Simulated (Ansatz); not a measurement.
# CuO (P1) in Ansatz: notebook

The runs below take CuO through band structure, with PBE, PBE+U, PBEsol+U.

All numbers are computed with Ansatz 0.2.0; they aren't measurements. Logs are shortened: lines on timing, memory, paths and dates and some standing lists are left out, and cuts for length are marked.

### Step 1. The crystal as given

The typed cell holds 4 atoms: a = 2.993 Å, b = 2.993 Å, c = 5.184 Å, α = 73.22°, β = 73.22°, γ = 60.00°.

The cell comes from a database or a generator and needn't be the stable form of this composition.

### Step 2. Band structure, PBE

The input, input.yaml:

```yaml
crystal:
  lattice:
    - [0.0, -2.11656, -2.11656]
    - [-2.11656, 0.0, -2.11656]
    - [2.11656, 2.11656, -4.23312]
  atoms:
    - { symbol: Cu, position: [0.50388754, 0.47698801, 0.4880064] }
    - { symbol: Cu, position: [0.00388754, 0.97698801, 0.9880064] }
    - { symbol: O, position: [0.74611246, 0.77301199, 0.7619936] }
    - { symbol: O, position: [0.24611246, 0.27301199, 0.2619936] }
hamiltonian:
  xc: pbe
  pseudopotentials: { kind: paw }
kpoints:
  mp_grid: { grid: [10, 10, 6] }
  band_path:
    path:
      - [[0.0, 0.0, 0.0], [0.0, -0.5, 0.0], [0.375, -0.3125, 0.1875]]
      - [[0.3125, -0.3125, 0.5], [0.0, 0.0, 0.5], [0.0, 0.0, 0.0], [0.34375, -0.34375, 0.0]]
      - [[0.34375, -0.3125, 0.34375], [0.5, 0.0, 0.5], [0.46875, 0.0, 0.65625], [0.0, 0.0, 0.5]]
      - [[0.0, -0.5, 0.0], [0.0, -0.46875, 0.34375]]
    npoints: 14
scf:
  occupations: { method: fermi_dirac, width: 0.05 }
  n_extra_bands: 10
output:
  forces: true
  stress: true
  eigenvalues: true
  fatbands: false
  write_density: true
  write_potential: true
  elf: true
  volumetric_format: npy
```

Potentials or basis: Ansatz PAW.

Started as:

```console
ansatz run input.yaml --threads 2 --pin off --max-ram 5632MiB --backend cpu --events-out ev --progress --plain --runs-dir out
```

Log:

```text
Warning: RAYON_NUM_THREADS=2 ignored (pool sized by the plan → 2); use --threads N
scf.n_extra_bands = 10 over 25 filled bands (N_el = 50.0): the run solves 35 bands
Engine: ansatz 0.2.0, aarch64-unknown-linux-gnu
Pseudopotentials: kind: paw
Pseudopotential: Cu, paw, valence charge 19, recommended cutoff 420 eV (normal), Cu.paw.azcp
Pseudopotential: O, paw, valence charge 6, recommended cutoff 420 eV (normal), O.paw.azcp
Functional definition: PBE
  parameter kappa = 0.804
  parameter beta = 0.06672455060314922
  exchange = pbe_x(kappa = kappa, mu = beta*pi^2/3)
  correlation = pbe_c(beta = beta)
Crystal: 4 atoms, lattice volume = 37.927 Å³
Basis set: ecut = 420 eV, 707 PW (Γ), exchange–correlation on 48×48×72 points (8 copies of the dense FFT grid, shifted against one another)
Bands: 35, of which v1, the nominal top of the filled ones, is band 25 counted from 1 (24 counted from 0)
Symmetry: 2 space group operations
Space group: P1 (ITA 1), of the structure as read, at distance tolerance 3.4e-5 Å
k-points: 304 of 600 (time reversal used)
Non-local potential: Cu, projectors of the file, l = 0: 3, l = 1: 2, l = 2: 3, l = 3: 1
Non-local potential: O, projectors of the file, l = 0: 2, l = 1: 2, l = 2: 1
PAW form: soft (Blöchl's): semilocal exchange-correlation on the pseudo side does not see the compensation charge
PAW one-centre angular grid: Cu, 590 points (default); XC on 64 Gauss nodes
PAW one-centre angular grid: O, 110 points (default); XC on 64 Gauss nodes
Initial density: superposition of atomic densities (neutral atoms: chi_scale 0, normalization atom), corrected by the library's trained network
Initial wavefunctions: pseudopotential atomic-orbital guess
Functional: x = pbe(κ = 0.804, μ = 0.2195149727645171), c = pbe(β = 0.06672455060314922)
SCF iter   1: F=—  HF=-14381.632011 eV  |F-HF|=—  |Δ(HF+E_count)|=         —  Δρ=1.75e-3  dr2=3.13e-4  ethr=1.77e-3  ⟨swp⟩=5.3  Hψ=38403  notcnv=0  defer=342
preconditioner: auto → Kerker (q_TF=auto, 2.857 Å⁻¹)  [metal: Δε(μ)=0.002 eV  Ē_g=15.576 eV  σ=0.050 eV  W_gap=0.01  n_scr=16 (ndim 8)  ℏωp=35.2 eV  f_vac=0.000  D(μ)=3.12/eV (n_scr^D=36)]
SCF iter   2: F=—  HF=-14381.632627 eV  |F-HF|=—  |Δ(HF+E_count)|=   6.16e-4  Δρ=9.27e-4  dr2=9.70e-5  ethr=6.25e-7  ⟨swp⟩=3.2  Hψ=24106  notcnv=0  defer=495
SCF iter   3: F=—  HF=-14381.632752 eV  |F-HF|=—  |Δ(HF+E_count)|=   1.25e-4  Δρ=2.09e-4  dr2=1.01e-5  ethr=1.94e-7  ⟨swp⟩=2.7  Hψ=14386  notcnv=0  defer=495
SCF iter   4: F=—  HF=-14381.632752 eV  |F-HF|=—  |Δ(HF+E_count)|=   6.31e-7  Δρ=7.17e-5  dr2=1.62e-6  ethr=2.02e-8  ⟨swp⟩=2.0  Hψ=13974  notcnv=0  defer=495
SCF iter   5: F=—  HF=-14381.632753 eV  |F-HF|=—  |Δ(HF+E_count)|=   1.39e-7  Δρ=3.03e-5  dr2=2.45e-7  ethr=3.23e-9  ⟨swp⟩=2.3  Hψ=14930  notcnv=0  defer=495
SCF iter   6: F=-14381.632753 eV  HF=-14381.632753 eV  |F-HF|=1.17e-8  |Δ(HF+E_count)|=   2.97e-8  Δρ=8.44e-6  dr2=1.52e-8  ethr=2.00e-10  ⟨swp⟩=10.7  Hψ=66829  notcnv=0
SCF 1 converged in 6 iterations: F = -14381.632753 eV  dr2 = 1.52e-8
NSCF: frozen V_eff on 130 k-points
SCF converged after 6 iterations
Free energy (F): -14381.632753 eV
Harris-Foulkes:  -14381.632753 eV  (|F-HF|=1.17e-8)
Internal energy: -14381.606735 eV  (E = F + TS)
E sigma→0 (E₀):  -14381.619744 eV
Entropy (-TS):   -0.026018 eV (-6.504 meV/atom)
Fermi energy:    13.210345 eV
--- Per-component energies (eV) ---
  E_band       = -787.603265
  E_kinetic    = 942.224886
  E_local      = -9219.088014  (includes V_loc(G=0)·N_el)
  E_nonlocal   = 886.876522
  E_hartree    = 3999.593550
  E_xc         = -323.187907
  E_vxc        = -414.916868  (∫ρ·V_xc dr)
  E_paw        = -3645.800675  (= ΣΔE_a)
  E_vpaw       = -981.891766  (= ΣTr[D̂ρ^β])
  E_aug_tail   = 0.005192  (compensation charges beyond the density's cutoff)
  E_ewald      = -7022.230289
  E_smearing   = -0.026018  (= −TS)
  E_closure    = -0.000000  (closes the sum)
  Σ components = -14381.632753   (vs F -14381.632753, Δ=0.00e0)
--- Forces (eV/Å), atoms counted from 1 ---
  atom   1  Cu    -0.21974960     0.31356392    -1.13576062
  atom   2  Cu    -0.21974960     0.31356392    -1.13576062
  atom   3  O      0.21975305    -0.31356570     1.13575988
  atom   4  O      0.21975305    -0.31356570     1.13575988
  max |Σ_I F_I| component: 6.90e-6 eV/Å
--- Stress (GPa, compression-positive) ---
        2.803566       0.220308      -0.674511
        0.220308       3.537169       1.025951
       -0.674512       1.025954      10.584886
  P = ⅓ Tr σ = 5.6419 GPa (56.419 kbar)
--- Band table (eV; the first three rows and the last of 304) ---
  k-point 0: bands = ["-98.9589", "-98.9578", "-56.3834", "-56.3762", "-56.3350", "-56.3244", "-56.3205", "-56.3177", "-6.4608", "-5.1915", "5.6493", "8.1327", "8.3029", "9.6825", "9.9584", "9.9958", "10.7314", "10.9311", "11.3124", "11.3473", "11.5777", "11.6502", "11.7696", "12.0424", "13.7412", "13.9029", "14.5475", "19.0493", "22.6068", "27.0004", "27.2059", "30.9206", "31.5179", "31.5964", "32.0799"]
  k-point 1: bands = ["-98.9589", "-98.9579", "-56.3829", "-56.3767", "-56.3344", "-56.3251", "-56.3203", "-56.3180", "-6.3875", "-5.2917", "5.8827", "8.2126", "8.3876", "9.2911", "9.7157", "9.9927", "10.7467", "10.8857", "11.2659", "11.2877", "11.3021", "11.6938", "11.9793", "12.2680", "13.6722", "13.8069", "15.0839", "18.8648", "22.8833", "27.2524", "27.4462", "29.2557", "31.1023", "31.4160", "32.8244"]
  k-point 2: bands = ["-98.9587", "-98.9581", "-56.3815", "-56.3779", "-56.3325", "-56.3271", "-56.3199", "-56.3185", "-6.1804", "-5.5516", "6.5305", "8.4464", "8.4614", "8.6381", "9.2696", "9.5642", "10.8261", "10.9028", "11.1404", "11.1823", "11.2083", "11.5165", "12.5139", "12.7019", "13.4432", "13.5413", "16.1823", "18.2793", "23.7492", "27.0787", "27.9733", "28.1479", "30.2819", "30.4892", "32.6494"]
  k-point 303: bands = ["-98.9576", "-98.9576", "-56.3874", "-56.3874", "-56.3328", "-56.3328", "-56.3222", "-56.3222", "-5.1403", "-5.1403", "6.6259", "6.6259", "8.0310", "8.0310", "8.7442", "8.7442", "10.8876", "10.8876", "11.4082", "11.4082", "11.6257", "11.6257", "12.4796", "12.4796", "12.7749", "12.7749", "20.2787", "20.2787", "22.8339", "22.8339", "24.8318", "24.8318", "28.3502", "28.3502", "31.8324"]
```

It took 24 s on 2 threads of Arm Neoverse V2, shared host; peak memory 0.61 GiB.

What came out:

```
Free energy            : -14381.6328 eV
Pressure               : 5.6 GPa
Largest force          : 1.199 eV/Å
Band gap on the k mesh : none (metal or under the smearing width)
```

Forces on the atoms (eV/Å):
```
Cu  -0.220  0.314 -1.136
Cu  -0.220  0.314 -1.136
O    0.220 -0.314  1.136
O    0.220 -0.314  1.136
```

Stress tensor (GPa, compression positive):
```
 2.80  0.22 -0.67
 0.22  3.54  1.03
-0.67  1.03 10.58
```

Levels at the corners of the path, in eV from the Fermi level:
| point | band 23 | band 24 | band 25 | band 26 | band 27 | band 28 |
| --- | --- | --- | --- | --- | --- | --- |
| Γ | -1.44 | -1.17 | 0.53 | 0.69 | 1.34 | 5.84 |
| L | -0.61 | -0.61 | -0.29 | -0.29 | 7.11 | 7.11 |
| B1 | -1.01 | -0.97 | -0.20 | -0.10 | 7.82 | 7.93 |
| B | -1.05 | -0.98 | -0.10 | -0.08 | 7.86 | 7.86 |
| Z | -0.17 | -0.17 | -0.05 | -0.05 | 4.12 | 4.12 |
| Γ | -1.44 | -1.17 | 0.53 | 0.69 | 1.34 | 5.84 |
| X | -1.13 | -0.88 | -0.17 | -0.09 | 7.86 | 8.10 |
| Q | -1.18 | -0.96 | -0.13 | -0.06 | 7.76 | 8.29 |
| F | -1.47 | -1.47 | 0.46 | 0.60 | 5.50 | 5.88 |
| P1 | -1.47 | -1.29 | 0.22 | 0.45 | 5.75 | 6.37 |
| Z | -0.17 | -0.17 | -0.05 | -0.05 | 4.12 | 4.12 |
| L | -0.61 | -0.61 | -0.29 | -0.29 | 7.11 | 7.11 |
| P | -1.42 | -1.31 | 0.37 | 0.64 | 5.76 | 6.28 |

Caveat: the pressure holds a Pulay correction of +0.8 GPa for the finite cutoff; the run has no spin polarisation, though such a crystal can be magnetic; semilocal functionals often make such compounds metallic where correlation or magnetic order opens a gap, which also shifts bond lengths; forces of over 1 eV/Å show positions far from the minimum, so gaps and moduli don't describe the material at rest.

(Part 1 of 2 ends here.)
